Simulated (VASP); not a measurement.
# Vibrations of GaP: a test of the settings, part 2 of 2

How far do the zone-centre frequencies of GaP depend on the numerical settings? The starting structure is a measured crystal structure from the Crystallography Open Database.

VASP 6.6.1.

Results so far: reference T2 364.6 cm⁻¹.

### Step 3. Modes with a 6×6×6 mesh

Level of this step: LDA; plane waves and PAW (Ga_d, P) (VASP).

Against step 2 the input has a 6×6×6 mesh.

Input file INCAR:

```
SYSTEM = GaP
PREC = Accurate
ENCUT = 450
EDIFF = 1E-08
NELM = 100
ISMEAR = 0
SIGMA = 0.03
LREAL = .FALSE.
ALGO = Normal
GGA = CA
NBANDS = 15
LORBIT = 11
LWAVE = .FALSE.
LCHARG = .FALSE.
KPAR = 4
IBRION = 8
LEPSILON = .TRUE.
ISIF = 2
```

Input file POSCAR:

```
GaP
1.0
    0.0000000000      2.6962180289      2.6962180289
    2.6962180289      0.0000000000      2.6962180289
    2.6962180289      2.6962180289      0.0000000000
Ga P
1 1
Direct
    0.0000000000      0.0000000000      0.0000000000
    0.7500000000      0.7500000000      0.7500000000
```

Input file KPOINTS:

```
Automatic mesh
0
Gamma
6 6 6
0 0 0
```

PAW data sets: Ga_d and P (LDA family, release 64).

Started as:

```sh
> mpirun -np 4 vasp_std
```

What it wrote:

```text
[... set-up lines as in an earlier step ...]
 entering main loop
       N       E                     dE             d eps       ncg     rms          rms(c)
DAV:   1     0.791470458941E+02    0.79147E+02   -0.85062E+03   487   0.160E+03
DAV:   2    -0.418267393934E+01   -0.83330E+02   -0.79561E+02   543   0.308E+02
DAV:   3    -0.106597204288E+02   -0.64770E+01   -0.64543E+01   592   0.691E+01
DAV:   4    -0.107719462642E+02   -0.11223E+00   -0.11220E+00   615   0.992E+00
[...]
DAV:  12    -0.104348082572E+02    0.20245E-06   -0.50580E-07   589   0.763E-03    0.513E-03
DAV:  13    -0.104348082342E+02    0.23029E-07   -0.20861E-07   662   0.451E-03    0.998E-04
DAV:  14    -0.104348082331E+02    0.10805E-08   -0.95704E-09   425   0.119E-03
   1 F= -.10434808E+02 E0= -.10434808E+02  d E =-.272966E-14
 Linear response reoptimize wavefunctions to high precision
DAV:   1    -0.104348082331E+02    0.14552E-10   -0.17282E-09   502   0.374E-04
DAV:   2    -0.104348082332E+02   -0.80036E-10   -0.21590E-10   310   0.137E-04
 Linear response G [H, r] |phi>, progress :
  Direction:   1
[...]
RMM:  17    -0.165294947378E+00   -0.31994E-07    0.19911E-06  1784   0.189E-05    0.331E-08
 first order change of Fermi-energy   0.77864E-04
 force on displaced ion       1 direction 1 : -10.517  -0.000  -0.000
 Born effective charge ion    1 direction 1 :   2.008   0.000   0.000
 Linear response progress:
  Degree of freedom:   2/  2
       N       E                     dE             d eps       ncg     rms          rms(c)
RMM:   1    -0.504781053600E-01   -0.50478E-01    0.88828E-03  3088   0.183E+00
RMM:   2    -0.474257389635E-01    0.30524E-02   -0.58777E-03  2515   0.516E-01    0.122E-01
RMM:   3    -0.474541847022E-01   -0.28446E-04   -0.50991E-04  2742   0.159E-01    0.601E-02
RMM:   4    -0.477199776954E-01   -0.26579E-03   -0.15751E-04  2696   0.647E-02    0.113E-02
[...]
RMM:  12    -0.477063137352E-01   -0.12553E-07    0.52756E-07  2671   0.261E-05    0.248E-06
RMM:  13    -0.477063440843E-01   -0.30349E-07    0.54000E-07  2207   0.176E-05    0.221E-07
RMM:  14    -0.477063873910E-01   -0.43307E-07    0.30032E-07  1647   0.140E-05    0.959E-08
 first order change of Fermi-energy   0.75113E-04
 force on displaced ion       2 direction 1 : -10.506   0.000   0.000
 Born effective charge ion    2 direction 1 :  -2.529   0.000   0.000
 Born effective charges drift removed
 Linear response finished
```

Wall time 61 s (4 MPI ranks of Intel Xeon Platinum 8259CL at 2.50GHz (Skylake/Cascade Lake), shared host); peak memory 0.78 GiB.

From OUTCAR (step 3):

```text
  Total        0.0022647      0.0022647      0.0022647      0.0000000      0.0000000     -0.0000000
  in kB        0.0925610      0.0925610      0.0925610      0.0000000      0.0000000     -0.0000000
  external PRESSURE =       0.0925610 kB  Pullay stress =       0.0000000 kB

 MACROSCOPIC STATIC DIELECTRIC TENSOR (including local field effects in DFT)
 ------------------------------------------------------
          13.296400    -0.000000    -0.000000
          -0.000000    13.296400     0.000000
          -0.000000     0.000000    13.296400
 ------------------------------------------------------

 MACROSCOPIC STATIC DIELECTRIC TENSOR IONIC CONTRIBUTION
 ------------------------------------------------------
           2.267002     0.000000    -0.000000
           0.000000     2.267002    -0.000000
          -0.000000    -0.000000     2.267002
 ------------------------------------------------------

[... 2 parts as in an earlier step ...]

[... 1 further part left out ...]
```

With a 6×6×6 mesh the mode is T2 365.0 cm⁻¹, +0.4 cm⁻¹ from the reference.

### Step 4. Modes with a cutoff of 280 eV

Against step 2 the input has ENCUT = 280.

Changes to INCAR since step 3:

```diff
@@ -2,3 +2,3 @@
 PREC = Accurate
-ENCUT = 450
+ENCUT = 280
 EDIFF = 1E-08
```

POSCAR is that of step 3.

Input file KPOINTS:

```
Automatic mesh
0
Gamma
10 10 10
0 0 0
```

Started as:

```sh
> mpirun -np 4 vasp_std
```

What it wrote:

```text
[... set-up lines as in an earlier step ...]
 entering main loop
       N       E                     dE             d eps       ncg     rms          rms(c)
DAV:   1     0.620398623342E+02    0.62040E+02   -0.68503E+03  1433   0.125E+03
DAV:   2    -0.625479920658E+01   -0.68295E+02   -0.66095E+02  1627   0.241E+02
DAV:   3    -0.107151217079E+02   -0.44603E+01   -0.44501E+01  1690   0.565E+01
DAV:   4    -0.107777573033E+02   -0.62636E-01   -0.62626E-01  1795   0.723E+00
[...]
DAV:  12    -0.104465013924E+02    0.20059E-06   -0.48401E-07  1843   0.754E-03    0.500E-03
DAV:  13    -0.104465013688E+02    0.23610E-07   -0.20043E-07  1851   0.451E-03    0.784E-04
DAV:  14    -0.104465013687E+02    0.70486E-10   -0.97785E-09  1184   0.123E-03
   1 F= -.10446501E+02 E0= -.10446501E+02  d E =-.975844E-11
 Linear response reoptimize wavefunctions to high precision
DAV:   1    -0.104465013685E+02    0.18008E-09   -0.19393E-09  1529   0.430E-04
DAV:   2    -0.104465013685E+02   -0.40927E-11   -0.23842E-10   950   0.137E-04
 Linear response G [H, r] |phi>, progress :
  Direction:   1
[...]
RMM:  17    -0.165242466153E+00   -0.28035E-07   -0.27929E-07  6554   0.826E-06    0.151E-08
 first order change of Fermi-energy   0.44460E-04
 force on displaced ion       1 direction 1 : -10.474   0.000   0.000
 Born effective charge ion    1 direction 1 :   2.064   0.000   0.000
 Linear response progress:
  Degree of freedom:   2/  2
       N       E                     dE             d eps       ncg     rms          rms(c)
RMM:   1    -0.507663406123E-01   -0.50766E-01    0.55618E-03 11777   0.179E+00
RMM:   2    -0.473042342015E-01    0.34621E-02   -0.56165E-03  9228   0.496E-01    0.125E-01
RMM:   3    -0.473502853815E-01   -0.46051E-04   -0.54421E-04 10329   0.162E-01    0.599E-02
RMM:   4    -0.476056476330E-01   -0.25536E-03   -0.12524E-04 10134   0.603E-02    0.117E-02
[...]
RMM:  12    -0.475996018549E-01    0.40671E-07   -0.45798E-08  9677   0.132E-05    0.121E-06
RMM:  13    -0.475995631871E-01    0.38668E-07   -0.44642E-08  7069   0.620E-06    0.445E-07
RMM:  14    -0.475995460185E-01    0.17169E-07   -0.41804E-08  5176   0.379E-06    0.583E-08
 first order change of Fermi-energy   0.60995E-04
 force on displaced ion       2 direction 1 : -10.488   0.000   0.000
 Born effective charge ion    2 direction 1 :  -2.092   0.000   0.000
 Born effective charges drift removed
 Linear response finished
```

The job ended after 73 s (4 MPI ranks; peak memory 0.85 GiB).

OUTCAR, selected parts (step 4):

```text
  Total       -0.1720165     -0.1720165     -0.1720165      0.0000000      0.0000000      0.0000000
  in kB       -7.0304901     -7.0304901     -7.0304901      0.0000000      0.0000000      0.0000000
  external PRESSURE =      -7.0304901 kB  Pullay stress =       0.0000000 kB

 POSITION                                       TOTAL-FORCE (eV/Angst)
 -----------------------------------------------------------------------------------
      0.00000      0.00000      0.00000         0.000000      0.000000      0.000000
      4.04433      4.04433      4.04433        -0.000000     -0.000000     -0.000000
 -----------------------------------------------------------------------------------
    total drift:                               -0.000001     -0.000001     -0.000001

 MACROSCOPIC STATIC DIELECTRIC TENSOR (including local field effects in DFT)
 ------------------------------------------------------
          10.870663    -0.000000    -0.000000
           0.000000    10.870663    -0.000000
           0.000000     0.000000    10.870663
 ------------------------------------------------------

 MACROSCOPIC STATIC DIELECTRIC TENSOR IONIC CONTRIBUTION
 ------------------------------------------------------
           1.906111    -0.000000    -0.000000
          -0.000000     1.906111     0.000000
          -0.000000     0.000000     1.906111
 ------------------------------------------------------

[... 1 part as in an earlier step ...]

[... 1 further part left out ...]
```

With a cutoff of 280 eV the mode is T2 364.6 cm⁻¹, as with the reference.

### Step 5. Modes with a 14×14×14 mesh

Against step 2 the input has a 14×14×14 mesh.

Changes to INCAR since step 4:

```diff
@@ -2,3 +2,3 @@
 PREC = Accurate
-ENCUT = 280
+ENCUT = 450
 EDIFF = 1E-08
```

POSCAR is that of step 4.

Input file KPOINTS:

```
Automatic mesh
0
Gamma
14 14 14
0 0 0
```

Started as:

```sh
> mpirun -np 4 vasp_std
```

What it wrote:

```text
[... set-up lines as in an earlier step ...]
 entering main loop
       N       E                     dE             d eps       ncg     rms          rms(c)
DAV:   1     0.747818515787E+02    0.74782E+02   -0.85701E+03  3240   0.160E+03
DAV:   2    -0.501285444891E+01   -0.79795E+02   -0.76404E+02  3491   0.300E+02
DAV:   3    -0.106935581234E+02   -0.56807E+01   -0.56595E+01  3932   0.658E+01
DAV:   4    -0.107841109288E+02   -0.90553E-01   -0.90524E-01  3784   0.899E+00
[...]
DAV:  12    -0.104531348624E+02    0.20261E-06   -0.50845E-07  4034   0.772E-03    0.505E-03
DAV:  13    -0.104531348381E+02    0.24309E-07   -0.20435E-07  4115   0.455E-03    0.920E-04
DAV:  14    -0.104531348372E+02    0.89676E-09   -0.95303E-09  2722   0.119E-03
   1 F= -.10453135E+02 E0= -.10453135E+02  d E =-.348789E-25
 Linear response reoptimize wavefunctions to high precision
DAV:   1    -0.104531348373E+02   -0.70031E-10   -0.18323E-09  3263   0.402E-04
DAV:   2    -0.104531348373E+02   -0.34561E-10   -0.22522E-10  2064   0.140E-04
 Linear response G [H, r] |phi>, progress :
  Direction:   1
[...]
RMM:  16    -0.165305212792E+00    0.11437E-07   -0.10055E-07 17321   0.140E-05    0.726E-08
 first order change of Fermi-energy   0.39266E-04
 force on displaced ion       1 direction 1 : -10.490   0.000   0.000
 Born effective charge ion    1 direction 1 :   2.061   0.000   0.000
 Linear response progress:
  Degree of freedom:   2/  2
       N       E                     dE             d eps       ncg     rms          rms(c)
RMM:   1    -0.507511557710E-01   -0.50751E-01    0.58230E-03 29680   0.182E+00
RMM:   2    -0.473411396533E-01    0.34100E-02   -0.60728E-03 23368   0.536E-01    0.122E-01
RMM:   3    -0.473807178020E-01   -0.39578E-04   -0.55083E-04 25919   0.174E-01    0.594E-02
RMM:   4    -0.476430199796E-01   -0.26230E-03   -0.10477E-04 25244   0.648E-02    0.115E-02
[...]
RMM:  11    -0.476357331766E-01    0.11196E-07    0.44157E-10 26849   0.433E-05    0.632E-06
RMM:  12    -0.476357128269E-01    0.20350E-07   -0.36474E-09 24887   0.203E-05    0.138E-06
RMM:  13    -0.476357032294E-01    0.95974E-08   -0.29653E-09 20092   0.115E-05    0.324E-07
 first order change of Fermi-energy   0.56894E-04
 force on displaced ion       2 direction 1 : -10.480  -0.000  -0.000
 Born effective charge ion    2 direction 1 :  -2.065   0.000   0.000
 Born effective charges drift removed
 Linear response finished
```

Elapsed: 6.7 min, on 4 MPI ranks; peak memory 2.2 GiB.

Parts of OUTCAR (step 5):

```text
  Total       -0.0045795     -0.0045795     -0.0045795      0.0000000      0.0000000      0.0000000
  in kB       -0.1871701     -0.1871701     -0.1871701      0.0000000      0.0000000      0.0000000
  external PRESSURE =      -0.1871701 kB  Pullay stress =       0.0000000 kB

 MACROSCOPIC STATIC DIELECTRIC TENSOR (including local field effects in DFT)
 ------------------------------------------------------
          10.615657     0.000000     0.000000
           0.000000    10.615657     0.000000
           0.000000    -0.000000    10.615657
 ------------------------------------------------------

 MACROSCOPIC STATIC DIELECTRIC TENSOR IONIC CONTRIBUTION
 ------------------------------------------------------
           1.877949    -0.000000     0.000000
          -0.000000     1.877949     0.000000
           0.000000     0.000000     1.877949
 ------------------------------------------------------

[... 2 parts as in an earlier step ...]

[... 1 further part left out ...]
```

With a 14×14×14 mesh the mode is T2 364.6 cm⁻¹, as with the reference.

### Step 6. Modes with finite displacements

Against step 2 the input has IBRION = 6, NFREE = 2, POTIM = 0.015 and no LEPSILON (also changed: NSW).

Changes to INCAR since step 5:

```diff
@@ -15,4 +15,6 @@
 KPAR = 4
-IBRION = 8
-LEPSILON = .TRUE.
+IBRION = 6
+NFREE = 2
+POTIM = 0.015
+NSW = 1
 ISIF = 2
```

POSCAR is that of step 5.

Input file KPOINTS:

```
Automatic mesh
0
Gamma
10 10 10
0 0 0
```

Started as:

```sh
> mpirun -np 4 vasp_std
```

What it wrote:

```text
[... set-up lines as in an earlier step ...]
 entering main loop
       N       E                     dE             d eps       ncg     rms          rms(c)
[... 14 cycles as in an earlier step ...]
   1 F= -.10452644E+02 E0= -.10452644E+02  d E =-.704077E-24
[...]
2 F= -.10451463E+02 E0= -.10451463E+02  d E =-.668058E-18
[...]
3 F= -.10451463E+02 E0= -.10451463E+02  d E =-.677555E-18
[...]
4 F= -.10451465E+02 E0= -.10451465E+02  d E =-.676675E-18
[...]
5 F= -.10451465E+02 E0= -.10451465E+02  d E =-.676385E-18
 Finite differences progress:
  Degree of freedom:   2/  2
  Displacement:        2/  2
  Total:               4/  4
```

Run time: 45 s. Hardware: 4 MPI ranks; peak memory 1 GiB; 2.9 min of CPU time.

OUTCAR, selected parts (step 6):

```text
  Total       -0.0049891     -0.0022372     -0.0022372      0.0000000     -0.1213841      0.0000000
  in kB       -0.2039087     -0.0914365     -0.0914365      0.0000000     -4.9610948      0.0000000
  external PRESSURE =      -0.1289272 kB  Pullay stress =       0.0000000 kB

 POSITION                                       TOTAL-FORCE (eV/Angst)
 -----------------------------------------------------------------------------------
      0.00000      0.00000      0.00000        -0.157199      0.000000      0.000000
      4.02933      4.04433      4.04433         0.157199      0.000000      0.000000
 -----------------------------------------------------------------------------------
    total drift:                               -0.000079     -0.000001     -0.000001

  FREE ENERGIE OF THE ION-ELECTRON SYSTEM (eV)
  ---------------------------------------------------
  free  energy   TOTEN  =       -10.4514654201 eV

  energy  without entropy=      -10.4514654201  energy(sigma->0) =      -10.45146542

[... 2 parts as in an earlier step ...]

[... 1 further part left out ...]
[key lines of the parts left out:]
E-fermi :   5.0536
```

The last energy, forces and stress in OUTCAR belong to the last displaced cell, not to that of POSCAR.

With finite displacements the mode is T2 364.6 cm⁻¹, as with the reference.

### Step 7. All runs side by side

```csv
run,T2,method,core minutes
reference,364.6,perturbation theory,11.4
a 6×6×6 mesh,365.0,perturbation theory,4.07
a cutoff of 280 eV,364.6,perturbation theory,4.87
a 14×14×14 mesh,364.6,perturbation theory,26.6
finite displacements,364.6,finite displacements,3.0
```

Modes are in cm⁻¹, degenerate ones as one, matched between runs by symmetry and order. A number in brackets counts the listed modes of one symmetry from the lowest. The symmetry labels come from an automatic analysis and can be wrong where levels nearly coincide. Core minutes are wall time times ranks of the run shown, on a shared host.

### Step 8. Summary of results

```json
{
  "T2, reference": "364.6 cm⁻¹",
  "T2, a 6×6×6 mesh": "365.0 cm⁻¹",
  "T2, a cutoff of 280 eV": "364.6 cm⁻¹",
  "T2, a 14×14×14 mesh": "364.6 cm⁻¹",
  "T2, finite displacements": "364.6 cm⁻¹"
}
```

What this shows: The largest change comes with a 6×6×6 mesh: +0.4 cm⁻¹ in T2. On finer settings the modes change by less than 0.1 cm⁻¹ with a 14×14×14 mesh. Other changes move the modes by more: +0.4 cm⁻¹ in T2 with a 6×6×6 mesh. The dielectric constants and Born charges in the logs aren't compared here; at a small gap they can be far off, and in a run without a gap they mean nothing. The frequencies are harmonic, and the splitting of polar modes by their long-range field is left out. Further runs on this material are not shown.

[Lines on the potential files, build, host, timing and source positions are cut from VASP's logs without a mark.]

[Logs are printed without paths, hosts, clocks, repeated set-up lines and the standing remarks that a program may print on its own settings, such as how far it seeks lower states.]

[Hosts, paths, dates, database ids (printed as entryN), source tags and the programs' standing remarks are cut or masked in the printed files.]
